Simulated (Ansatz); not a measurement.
# SiO2: energy and pressure over a range of volumes

An exercise on one series of results from a longer session: the logs are not shown, and one member is left open.

Program: Ansatz 0.2.0. Level of theory: DFT PBE, scalar-relativistic. These are calculated values, not measurements.

### The system as given

Symmetry: P4_2/mnm, No. 136, tetragonal system. Conventional cell: a = 4.180 Å, b = 4.180 Å, c = 2.668 Å, α = 90.00°, β = 90.00°, γ = 90.00°. Si (site symmetry mmm) is surrounded by 6 O at 1.76 to 1.81 Å. O (site symmetry m2m) has 3 Si at 1.76 to 1.81 Å as nearest neighbours.

As a file:

```cif
data_structure
_symmetry_space_group_name_H-M 'P4_2/mnm'
_symmetry_Int_Tables_number 136
_cell_length_a 4.1801
_cell_length_b 4.1801
_cell_length_c 2.6678
_cell_angle_alpha 90.000
_cell_angle_beta 90.000
_cell_angle_gamma 90.000
_cell_volume 46.62
loop_
_atom_site_label
_atom_site_type_symbol
_atom_site_symmetry_multiplicity
_atom_site_Wyckoff_symbol
_atom_site_fract_x
_atom_site_fract_y
_atom_site_fract_z
_atom_site_occupancy
Si1 Si 2 a 0.00000 0.00000 0.00000 1
O1 O 4 f 0.30670 0.30670 0.00000 1
```

The file gives the conventional cell by its symmetry; the runs use the cell typed in the input.

Atoms are numbered in the order of the input: Si1, Si2, O3, O4, O5, O6.

The first run:

Contents of input.yaml:

```yaml
crystal:
  lattice:
    - [4.1236052368, 0.0, 0.0]
    - [0.0, 4.1236052368, 0.0]
    - [0.0, 0.0, 2.6317442288]
  atoms:
    - { symbol: Si, position: [0.0, 0.0, 0.0] }
    - { symbol: Si, position: [0.5, 0.5, 0.5] }
    - { symbol: O, position: [0.3067, 0.3067, 0.0] }
    - { symbol: O, position: [0.1933, 0.8067, 0.5] }
    - { symbol: O, position: [0.6933, 0.6933, 0.0] }
    - { symbol: O, position: [0.8067, 0.1933, 0.5] }
kpoints:
  mp_grid: { grid: [6, 6, 9] }
  band_path:
    path:
      - [0.0, 0.0, 0.0]
      - [0.0, 0.5, 0.0]
      - [0.5, 0.5, 0.0]
      - [0.0, 0.0, 0.0]
      - [0.0, 0.0, 0.5]
      - [0.0, 0.5, 0.5]
      - [0.5, 0.5, 0.5]
      - [0.0, 0.0, 0.5]
      - [0.0, 0.5, 0.0]
    npoints: 5
scf:
  occupations: { method: fermi_dirac, width: 0.03 }
hamiltonian:
  xc: pbe
  pseudopotentials: { kind: all_electron, lapw: { basis_error: 0.001 } }
output:
  forces: true
  stress: true
  eigenvalues: true
```

Launch:

```bash
ansatz run input.yaml --threads 2 --pin off --max-ram 6144MiB --backend cpu --events-out ev --progress --plain --runs-dir out
```

Among the steps run: Volume × 0.96, LAPW; Volume × 0.96, PAW; Volume × 0.96, crystal datasets; Volume × 0.99, LAPW; Volume × 0.99, PAW; Volume × 0.99, crystal datasets; Volume × 1.02, LAPW; Volume × 1.02, PAW; Volume × 1.02, crystal datasets; Volume × 1.06, LAPW; Volume × 1.06, PAW; Volume × 1.06, crystal datasets.

One of the session's tables, all rows but one given; the rest of the session is left out.

```
          method  volume (Å³/atom)  pressure (GPa)  gap on the k mesh (eV)  largest force (eV/Å)
            LAPW             7.458           26.02                    6.39                 0.531
            LAPW             7.691           14.33                    5.82                 0.296
            LAPW             7.925            4.29                    5.29                 0.084
            LAPW             8.235           -6.95                    4.63                 0.167
             PAW             7.458           26.08                    6.37                 0.535
             PAW             7.691           14.38                    5.81                 0.300
             PAW             7.925            4.31                    5.27                 0.086
             PAW             8.235           -6.95                    4.61                 0.167
crystal datasets             7.458           26.03                    6.39                 0.531
crystal datasets             7.691           14.34                    5.82                 0.297
crystal datasets             7.925               ?                       ?                     ?
crystal datasets             8.235           -6.95                    4.63                 0.167
```

Estimate the missing values for crystal datasets, 7.925.

As computed: pressure (GPa): 4.29; gap on the k mesh (eV): 5.29; largest force (eV/Å): 0.085.

Limits of these values: Shape and positions are held, so a fully relaxed modulus can be lower. Warnings in the runs' records: crystal datasets made.
